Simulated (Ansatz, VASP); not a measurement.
# Ga2GeSe2S2: VASP beside Ansatz

Aim: how closely do two programs agree when they are given the same cell, functional and k mesh? The cell is taken from a series of runs on this material, whose earlier steps may have relaxed, scaled, displaced or heated it; both programs get it as it stands.

Main program and level: Ansatz 0.2.0; plane waves, with VASP 6.6.1 beside it; HSE06.

### Step 1. Starting point

The cell holds 7 atoms: 1 Ge, 2 Se, 2 Ga and 2 S. Cell: a = 3.532 Å, b = 3.532 Å, c = 45.700 Å, α = 90.0°, β = 90.0°, γ = 120.0°. Vacuum lies along c.

### Step 2. Ansatz: single point, HSE06

Ansatz runs on its PAW soft_1 files.

A single point takes one fixed geometry, so differences don't come from the geometry; what else differs is listed under the comparison.

The input, input.yaml:

```yaml
crystal:
  lattice:
    - [3.5321543172, 0.0, 0.0]
    - [-1.7660771586, 3.0589353687, 0.0]
    - [0.0, 0.0, 45.7]
  atoms:
    - { symbol: Ge, position: [0.0, 0.0, 0.4097367089] }
    - { symbol: Se, position: [0.3333333333, 0.6666666667, 0.4427676799] }
    - { symbol: Se, position: [0.6666666667, 0.3333333333, 0.3767837864] }
    - { symbol: Ga, position: [0.0, 0.0, 0.5995968652] }
    - { symbol: Ga, position: [0.0, 0.0, 0.5469263645] }
    - { symbol: S, position: [0.3333333333, 0.6666666667, 0.6232162136] }
    - { symbol: S, position: [0.3333333333, 0.6666666667, 0.5232850343] }
  periodic: [true, true, false]
kpoints:
  mp_grid: { grid: [3, 3, 1] }
hamiltonian:
  xc: hse06
  pseudopotentials: { kind: paw, azcp: { folder: soft_1 } }
scf:
  occupations: { method: fermi_dirac, width: 0.03 }
  n_extra_bands: 6
output:
  eigenvalues: true
```

Launch:

```console
ansatz run input.yaml --threads 4 --pin off --max-ram 17510MiB --backend cpu --events-out ev --progress --plain --runs-dir out
```

Numbers of over 12 decimals in the logs are rounded to 6 here.

The program printed:

```text
scf.n_extra_bands = 6 over 42 filled bands (N_el = 84.0): the run solves 48 bands
exact exchange: scf.exx.singularity resolves to wigner_seitz, which cuts the screened interaction at the faces of the exchange supercell's Wigner-Seitz cell, so that each pair interacts once, at the shortest of its separations (the periodic images that this leaves out come, for a point-like exchange hole, to about 0.004 eV on a filled level). The cut falls within the interaction's reach, and what an exchange supercel [...]
Engine: ansatz 0.2.0, x86_64-unknown-linux-gnu
Pseudopotentials: kind: paw
Pseudopotential: Ge, paw, valence charge 14, recommended cutoff 420 eV (normal), soft_1/Ge.paw.azcp
Pseudopotential: Se, paw, valence charge 16, recommended cutoff 420 eV (normal), soft_1/Se.paw.azcp
Pseudopotential: Ga, paw, valence charge 13, recommended cutoff 420 eV (normal), soft_1/Ga.paw.azcp
Pseudopotential: S, paw, valence charge 6, recommended cutoff 420 eV (normal), soft_1/S.paw.azcp
Functional definition: HSE06
  parameter a = 0.25
  parameter omega = 0.11/bohr
  exchange = pbe_x - a*pbe_x_sr(omega) + a*exact_x_sr(omega)
  correlation = pbe_c
Crystal: 7 atoms, lattice volume = 493.772 Å³
Basis set: ecut = 420 eV, 9555 PW (Γ)
Bands: 48, of which v1, the nominal top of the filled ones, is band 42 counted from 1 (41 counted from 0)
Symmetry: 6 space group operations
Space group: P3m1 (ITA 156), of the structure as read, at distance tolerance 7.9e-5 Å
k-points: 3 of 9 (time reversal used)
Non-local potential: Ge, projectors of the file, l = 0: 2, l = 1: 2, l = 2: 3, l = 3: 1
Non-local potential: Se, projectors of the file, l = 0: 2, l = 1: 2, l = 2: 3, l = 3: 1
Non-local potential: Ga, projectors of the file, l = 0: 2, l = 1: 2, l = 2: 3, l = 3: 1
Non-local potential: S, projectors of the file, l = 0: 2, l = 1: 2, l = 2: 1
PAW form: soft (Blöchl's): semilocal exchange-correlation on the pseudo side does not see the compensation charge
PAW frozen core: Ge, regenerated for the run's functional, and the local potential with it (the file was generated under x = pbe(κ = 0.804, μ = 0.219515), c = pbe(β = 0.066725))
PAW frozen core: Se, regenerated for the run's functional, and the local potential with it (the file was generated under x = pbe(κ = 0.804, μ = 0.219515), c = pbe(β = 0.066725))
PAW frozen core: Ga, regenerated for the run's functional, and the local potential with it (the file was generated under x = pbe(κ = 0.804, μ = 0.219515), c = pbe(β = 0.066725))
PAW frozen core: S, regenerated for the run's functional, and the local potential with it (the file was generated under x = pbe(κ = 0.804, μ = 0.219515), c = pbe(β = 0.066725))
PAW one-centre angular grid: Ge, 590 points (default); XC on 64 Gauss nodes
PAW one-centre angular grid: Se, 590 points (default); XC on 64 Gauss nodes
PAW one-centre angular grid: Ga, 590 points (default); XC on 64 Gauss nodes
PAW one-centre angular grid: S, 110 points (default); XC on 64 Gauss nodes
Initial wavefunctions: pseudopotential atomic-orbital guess
Functional: x = pbe(κ = 0.804, μ = 0.219515), c = pbe(β = 0.066725), warm-up for x = pbe(κ = 0.804, μ = 0.219515) + 0.25 (exact − pbe) at short range (hse, ω = 0.207870 Å⁻¹), c = pbe(β = 0.066725); HSE06 as pw.x's `hse` composes it (authors' and Libxc's form: `xc: wpbeh`)
iter 1 solved again at ethr=3.53e-3 eV; its pass at ethr=1.00e-1 eV (dr2=2.97e0 eV) is discarded
SCF iter   1: F=—  HF=-24605.614373 eV  |F-HF|=—  |Δ(HF+E_count)|=         —  Δρ=2.37e-2  dr2=2.85e0  ethr=3.53e-3  ⟨swp⟩=10.7  Hψ=794  notcnv=0
preconditioner: auto → none  [insulator: Δε(μ)=0.868 eV  Ē_g=12.122 eV  σ=0.030 eV  W_gap=1.00  n_scr=28 (ndim 8)  ℏωp=12.3 eV  f_vac=0.674  D(μ)=0.00/eV (n_scr^D=0)]
SCF iter   2: F=—  HF=-24605.085640 eV  |F-HF|=—  |Δ(HF+E_count)|=   5.29e-1  Δρ=1.17e-2  dr2=9.07e-1  ethr=3.39e-3  ⟨swp⟩=5.0  Hψ=363  notcnv=0
SCF iter   3: F=—  HF=-24605.098142 eV  |F-HF|=—  |Δ(HF+E_count)|=   1.25e-2  Δρ=6.93e-3  dr2=7.28e-1  ethr=1.08e-3  ⟨swp⟩=7.0  Hψ=384  notcnv=0
iter 4 solved again at ethr=7.80e-5 eV; its pass at ethr=8.67e-4 eV (dr2=6.55e-2 eV) is discarded
SCF iter   4: F=—  HF=-24604.979863 eV  |F-HF|=—  |Δ(HF+E_count)|=   1.18e-1  Δρ=3.21e-3  dr2=6.71e-2  ethr=7.80e-5  ⟨swp⟩=4.3  Hψ=676  notcnv=0  defer=3
SCF iter   5: F=—  HF=-24605.011339 eV  |F-HF|=—  |Δ(HF+E_count)|=   3.15e-2  Δρ=2.23e-3  dr2=2.88e-1  ethr=7.80e-5  ⟨swp⟩=7.3  Hψ=404  notcnv=0  defer=2  recentre
SCF iter   6: F=—  HF=-24604.979145 eV  |F-HF|=—  |Δ(HF+E_count)|=   3.22e-2  Δρ=6.67e-4  dr2=7.70e-3  ethr=7.80e-5  ⟨swp⟩=6.0  Hψ=369  notcnv=0  defer=6
SCF iter   7: F=—  HF=-24604.979431 eV  |F-HF|=—  |Δ(HF+E_count)|=   2.86e-4  Δρ=4.66e-4  dr2=9.37e-3  ethr=9.16e-6  ⟨swp⟩=6.3  Hψ=352  notcnv=0
SCF iter   8: F=—  HF=-24604.978565 eV  |F-HF|=—  |Δ(HF+E_count)|=   8.66e-4  Δρ=2.37e-4  dr2=1.64e-4  ethr=9.16e-6  ⟨swp⟩=6.3  Hψ=327  notcnv=0  defer=3
[...]
SCF 1 stopped early in 9 iterations: F = -24604.978571 eV  dr2 = 3.30e-5
  greatest PAW one-centre occupation: 1.000 electrons in one spin orbital (limit 2), on the Se atom at site 2 (counted from 0), in its partial waves of l = 2
Initial density: handed on by an earlier stage of this run
Initial wavefunctions: those handed on with the density
Functional: x = pbe(κ = 0.804, μ = 0.219515) + 0.25 (exact − pbe) at short range (hse, ω = 0.207870 Å⁻¹), c = pbe(β = 0.066725); HSE06 as pw.x's `hse` composes it (authors' and Libxc's form: `xc: wpbeh`)
Exchange kernel: α = 0.2500, screened, ω = 0.2079 Å⁻¹, Wigner–Seitz truncation, v(0) = 949.7759 eV·Å³, q-mesh 3×3×1, nearest image of the exchange supercell L = 10.60 Å, pair-density grid 18×18×192, without the augmentation charges, whose exchange is taken in its separable form by FFT convolution over the k-point mesh (sized by the pseudopotential files, 24×24×320 at the most), smooth part of the exact exchange by density-matrix convolution
Frozen-core exchange: fock
[...]
preconditioner: auto → none  [insulator: Δε(μ)=1.372 eV  Ē_g=14.617 eV  σ=0.030 eV  W_gap=1.00  n_scr=28 (ndim 8)  ℏωp=12.3 eV  f_vac=0.682  D(μ)=0.00/eV (n_scr^D=0)]
[...]
SCF iter   7: F=—  HF=-24611.072559 eV  |F-HF|=—  |Δ(HF+E_count)|=   9.97e-4  Δρ=1.21e-4  dr2=9.08e-4  ethr=3.93e-7  ⟨swp⟩=4.0  Hψ=376  notcnv=0
SCF iter   8: F=—  HF=-24611.072464 eV  |F-HF|=—  |Δ(HF+E_count)|=   9.52e-5  Δρ=2.17e-5  dr2=1.13e-4  ethr=3.93e-7  ⟨swp⟩=4.0  Hψ=291  notcnv=0
SCF iter   9: F=—  HF=-24611.073176 eV  |F-HF|=—  |Δ(HF+E_count)|=   7.12e-4  Δρ=1.10e-4  dr2=3.15e-4  ethr=2.06e-8  ⟨swp⟩=5.0  Hψ=553  notcnv=0
SCF iter  10: F=-24611.073126 eV  HF=-24611.073129 eV  |F-HF|=3.09e-6  |Δ(HF+E_count)|=   4.70e-5  Δρ=2.14e-5  dr2=6.80e-6  ethr=2.06e-8  ⟨swp⟩=5.3  Hψ=417  notcnv=0
SCF 2 stopped early in 10 iterations: F = -24611.073126 eV  dr2 = 6.80e-6
hybrid outer 1: dexx = +3.269e-2 eV, tail = 2.34e-4 eV
Exchange kernel: α = 0.2500, screened, ω = 0.2079 Å⁻¹, Wigner–Seitz truncation, v(0) = 949.7759 eV·Å³, q-mesh 3×3×1, nearest image of the exchange supercell L = 10.60 Å, pair-density grid 18×18×192, without the augmentation charges, whose exchange is taken in its separable form by FFT convolution over the k-point mesh (sized by the pseudopotential files, 24×24×320 at the most), smooth part of the exact exchange by density-matrix convolution
Frozen-core exchange: fock
SCF iter   1: F=—  HF=-24611.073029 eV  |F-HF|=—  |Δ(HF+E_count)|=         —  Δρ=3.91e-5  dr2=1.29e-5  ethr=1.39e-6  ⟨swp⟩=6.0  Hψ=322  notcnv=0
preconditioner: auto → none  [insulator: Δε(μ)=1.382 eV  Ē_g=14.498 eV  σ=0.030 eV  W_gap=1.00  n_scr=28 (ndim 8)  ℏωp=12.3 eV  f_vac=0.683  D(μ)=0.00/eV (n_scr^D=0)]
SCF iter   2: F=—  HF=-24611.073032 eV  |F-HF|=—  |Δ(HF+E_count)|=   3.31e-6  Δρ=2.01e-5  dr2=4.91e-6  ethr=1.13e-8  ⟨swp⟩=4.3  Hψ=486  notcnv=0
SCF iter   3: F=—  HF=-24611.073035 eV  |F-HF|=—  |Δ(HF+E_count)|=   2.80e-6  Δρ=1.71e-5  dr2=2.51e-6  ethr=5.20e-9  ⟨swp⟩=4.3  Hψ=323  notcnv=0
SCF iter   4: F=—  HF=-24611.073034 eV  |F-HF|=—  |Δ(HF+E_count)|=   4.22e-7  Δρ=7.07e-6  dr2=1.16e-6  ethr=2.79e-9  ⟨swp⟩=3.3  Hψ=304  notcnv=0
SCF iter   5: F=—  HF=-24611.073034 eV  |F-HF|=—  |Δ(HF+E_count)|=   1.32e-7  Δρ=4.22e-6  dr2=1.91e-7  ethr=1.18e-9  ⟨swp⟩=3.3  Hψ=295  notcnv=0
SCF iter   6: F=-24611.073034 eV  HF=-24611.073034 eV  |F-HF|=1.18e-8  |Δ(HF+E_count)|=   1.53e-8  Δρ=2.20e-6  dr2=5.37e-8  ethr=1.79e-10  ⟨swp⟩=5.3  Hψ=317  notcnv=0  defer=3
SCF 3 converged in 6 iterations: F = -24611.073034 eV  dr2 = 5.37e-8
hybrid outer 2: dexx = +3.683e-6 eV, tail = 2.33e-7 eV, Δε = 3.14e-3 eV (about 1.51e-4 eV left of the loop's levels)
hybrid SCF converged: 2 outer / 16 inner (+9 warm-up), last move |dexx| = 3.68e-6 eV, tail = 2.33e-7 eV
Stability not checked: this state was not tested for a lower state beside it, because the functional holds exact exchange (a hybrid, or Hartree-Fock), whose exchange loop this test does not read (fock_operator; see scf.lower_state_search)
Free energy (F): -24611.073034 eV
Frozen-core exchange: fock
Harris-Foulkes:  -24611.073034 eV  (|F-HF|=1.18e-8)
Internal energy: -24611.073034 eV  (E = F + TS)
E sigma→0 (E₀):  -24611.073034 eV
Fermi energy:    -5.275657 eV
--- Per-component energies (eV) ---
  E_band       = -2358.823406
  E_kinetic    = 750.875619
  E_local      = -415831.650951  (includes V_loc(G=0)·N_el)
  E_nonlocal   = -606.135448
  E_hartree    = 207796.530020
  E_xc         = -440.959924
  E_vxc        = -420.949099  (∫ρ·V_xc dr)
  E_exx        = -310.417010  (= α·E_x^exact, valence–valence)
  E_paw        = -11280.260635  (= ΣΔE_a)
  E_vpaw       = -1223.149624  (= ΣTr[D̂ρ^β])
  E_aug_tail   = -0.001186  (compensation charges beyond the density's cutoff)
  E_ewald      = 195313.415986
  E_core_change = -2.469505  (= ΣΔE_core)
  E_smearing   = -0.000000  (= −TS)
  E_closure    = -0.000000  (closes the sum)
  Σ components = -24611.073034   (vs F -24611.073034, Δ=7.28e-12)
--- Band table (eV) ---
  k-point 0: bands = [... 38 lower, -6.5063, -6.5063, -5.9503, -5.9503, -3.4805, -2.6904, -1.8141, -1.4878, ... 2 higher]
  k-point 1: bands = [... 38 lower, -8.5790, -7.4053, -7.0286, -6.2243, -4.5680, -3.1728, -2.2931, -0.7036, ... 2 higher]
  k-point 2: bands = [... 38 lower, -8.6737, -8.3027, -7.3302, -7.2562, -3.9881, -3.3807, -1.5344, -0.8259, ... 2 higher]
  the weakly bound empty levels are not read free of the cell's end (exact_exchange)
```

In the SCF lines HF is the Harris–Foulkes energy and dr2 the Hartree energy of the density residual, in eV; the loop may stop once dr2 is under the threshold and the program's other checks hold. Hψ counts applications of the Hamiltonian.

### Step 3. VASP: single point, HSE06

The same cell, functional, mesh and smearing now go to VASP, with its own data sets.

Lines of VASP's logs that name or quote its potential files are left out, and so is its time.

The run reads the wave functions of an earlier VASP run, which isn't shown here.

The input, INCAR:

```
SYSTEM = Ga2GeSe2S2
PREC = Accurate
ENCUT = 410
EDIFF = 1E-06
NELM = 100
ISMEAR = -1
SIGMA = 0.03
LREAL = .FALSE.
ALGO = Normal
LHFCALC = .TRUE.
AEXX = 0.25
GGA = PE
HFSCREEN = 0.208
LASPH = .TRUE.
NBANDS = 39
PRECFOCK = Fast
LORBIT = 11
LWAVE = .FALSE.
LCHARG = .FALSE.
ISIF = 2
LDIPOL = .TRUE.
IDIPOL = 3
DIPOL = 0.5 0.5 0.504
LVHAR = .TRUE.
```

The input, POSCAR:

```
Ga2GeSe2S2
1.0
    3.5321543172      0.0000000000      0.0000000000
   -1.7660771586      3.0589353687      0.0000000000
    0.0000000000      0.0000000000     45.7000000000
Ge Se Ga S
1 2 2 2
Direct
    0.0000000000      0.0000000000      0.4097367089
    0.3333333333      0.6666666667      0.4427676799
    0.6666666667      0.3333333333      0.3767837864
    0.0000000000      0.0000000000      0.5995968652
    0.0000000000      0.0000000000      0.5469263645
    0.3333333333      0.6666666667      0.6232162136
    0.3333333333      0.6666666667      0.5232850343
```

The input, KPOINTS:

```
Automatic mesh
0
Gamma
3 3 1
0 0 0
```

Potentials, in the order of the species: Ge_d, Se, Ga_d and S (PBE family, release 64).

Launch:

```console
export OMP_NUM_THREADS=3
mpirun -np 1 vasp_std
```

The program printed:

```text
[banner, memory and clock lines left out]
running    1 mpi-ranks, on    1 nodes
 distrk:  each k-point on    1 cores,    1 groups
 distr:  one band on    1 cores,    1 groups
 Offloading initialized ...    1 GPUs detected
 POSCAR found type information on POSCAR GeSeGaS
 POSCAR found :  4 types and       7 ions
 LDA part: xc-table for (Slater+PW92), standard interpolation
 found WAVECAR, reading the header
 POSCAR, INCAR and KPOINTS ok, starting setup
 FFT: planning ... GRIDC
 FFT: planning ... GRID_SOFT
 FFT: planning ... GRID
 reading WAVECAR
 the WAVECAR file was read successfully
 initial charge from wavefunction
 entering main loop
       N       E                     dE             d eps       ncg     rms          rms(c)
DAV:   1    -0.335719004494E+02   -0.33572E+02   -0.21360E+00   340   0.228E+01    0.242E+00
DAV:   2    -0.335780474500E+02   -0.61470E-02   -0.23874E-01   316   0.434E+00    0.197E+00
DAV:   3    -0.335716128134E+02    0.64346E-02   -0.27687E-02   325   0.155E+00    0.143E+00
DAV:   4    -0.335703597258E+02    0.12531E-02   -0.62202E-03   279   0.579E-01    0.797E-01
DAV:   5    -0.335699697059E+02    0.39002E-03   -0.77871E-04   316   0.217E-01    0.450E-01
DAV:   6    -0.335698070918E+02    0.16261E-03   -0.12742E-04   301   0.144E-01    0.248E-01
DAV:   7    -0.335697575611E+02    0.49531E-04   -0.75609E-05   277   0.769E-02    0.129E-01
DAV:   8    -0.335697459438E+02    0.11617E-04   -0.18361E-05   316   0.615E-02    0.712E-02
DAV:   9    -0.335697447194E+02    0.12244E-05   -0.74153E-06   333   0.235E-02    0.369E-02
DAV:  10    -0.335697468893E+02   -0.21700E-05   -0.12387E-06   190   0.126E-02    0.210E-02
DAV:  11    -0.335697499137E+02   -0.30244E-05   -0.96938E-07   181   0.620E-03    0.111E-02
DAV:  12    -0.335697533651E+02   -0.34514E-05   -0.46373E-07   174   0.895E-03    0.641E-03
DAV:  13    -0.335697564400E+02   -0.30749E-05   -0.40692E-07   181   0.462E-03    0.349E-03
DAV:  14    -0.335697592679E+02   -0.28279E-05   -0.31481E-07   174   0.315E-03    0.224E-03
DAV:  15    -0.335697619062E+02   -0.26383E-05   -0.22012E-07   174   0.451E-03    0.164E-03
DAV:  16    -0.335697640222E+02   -0.21161E-05   -0.15546E-07   166   0.317E-03    0.135E-03
DAV:  17    -0.335697660503E+02   -0.20281E-05   -0.14710E-07   174   0.230E-03    0.119E-03
DAV:  18    -0.335697676673E+02   -0.16170E-05   -0.98779E-08   166   0.182E-03    0.107E-03
DAV:  19    -0.335697691613E+02   -0.14940E-05   -0.94771E-08   174   0.148E-03    0.991E-04
DAV:  20    -0.335697704204E+02   -0.12591E-05   -0.62958E-08   166   0.151E-03    0.920E-04
DAV:  21    -0.335697713930E+02   -0.97266E-06   -0.58190E-08   159   0.129E-03
   1 F= -.33569771E+02 E0= -.33569771E+02  d E =-.836827E-10
```

(Continued in part 2 of 2.)

[Lines on the potential files, build, host, timing and source positions are cut from VASP's logs without a mark.]

[Logs are printed without paths, hosts, clocks, repeated set-up lines and the standing remarks that a program may print on its own settings, such as how far it seeks lower states.]

[Hosts, paths, dates, database ids (printed as entryN), source tags and the programs' standing remarks are cut or masked in the printed files.]
